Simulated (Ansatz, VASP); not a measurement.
Ge: VASP beside Ansatz

INCAR

```
ALGO = Normal ; EDIFF = 1E-6
ENCUT = 520 ; GGA = PE
ISIF = 2 ; ISMEAR = 0
LASPH = T ; LCHARG = F
LREAL = F ; LWAVE = F
NBANDS = 21 ; NELM = 100
PREC = Accurate ; SIGMA = 0.1
```

The input KPOINTS:

```
k-points
0
Gamma
  14 14 14
```

The input POSCAR:

```
Ge
1.0
    0.0000000000      2.9370319031      2.9370319031
    2.9370319031      0.0000000000      2.9370319031
    2.9370319031      2.9370319031      0.0000000000
Ge
2
Direct
    0.0000000000      0.0000000000      0.0000000000
    0.2500000000      0.2500000000      0.2500000000
```

Input for Ansatz:

```yaml
crystal:
  lattice:
    - [0.0, 2.9370319028, 2.9370319028]
    - [2.9370319028, 0.0, 2.9370319028]
    - [2.9370319028, 2.9370319028, 0.0]
  atoms:
    - { symbol: Ge, position: [0.0, 0.0, 0.0] }
    - { symbol: Ge, position: [0.25, 0.25, 0.25] }
basis:
  ecutwfc: 420
kpoints:
  mp_grid: { grid: [14, 14, 14] }
hamiltonian:
  xc: pbe
scf:
  occupations: { method: gaussian, width: 0.1 }
output:
  forces: true
  stress: true
  eigenvalues: true
```

Alike in both runs: task single point; functional PBE; k mesh 14 × 14 × 14; occupations gaussian, width 0.1 eV; no spin polarisation.

|  | VASP | Ansatz |
| --- | --- | --- |
| version | VASP 6.6.1 | Ansatz 0.2.0 |
| potentials or method | VASP PAW PBE potentials, release 64 (Ge_d) | scalar-relativistic, plane waves, PAW |
| plane-wave cutoff (eV) | 520 | 420 |
| valence electrons in the cell | 28 | 28 |

```csv
,VASP,Ansatz,Ansatz less VASP
gap on the k mesh at the Fermi level (eV),none,none,-
pressure (GPa),-3.0,-3.0,+0.02
```

A gap of «none» marks a metal or a gap that the smearing closes.
